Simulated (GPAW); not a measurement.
Crystal: BeS.

```xyz
2
Lattice="0.0000 2.4250 2.4250 2.4250 0.0000 2.4250 2.4250 2.4250 0.0000" Properties=species:S:1:pos:R:3 pbc="T T T"
S     3.6375    3.6375    3.6375
Be    0.0000    0.0000    0.0000
```

Base run:

* Program: GPAW 26.7.0
* Functional: optB88-vdW
* Potentials or basis: GPAW PAW data sets (gpaw-data 1.2.1)
* Cutoff: 800 eV
* Basis: pw
* k mesh: 9 × 9 × 9
* Occupations: fermi-dirac, width 0.05 eV
* Spin: no spin polarisation

Its results: band gap on the k mesh 3.32 eV, indirect (least direct gap 5.73 eV).

The run is repeated on the same cell with these changes: functional from optB88-vdW to vdW-DF-cx. What comes out?

Band gap on the k mesh 3.14 eV, indirect (least direct gap 5.69 eV).

Caveats: an odd mesh through Γ misses points on the zone boundary, where band edges often lie.
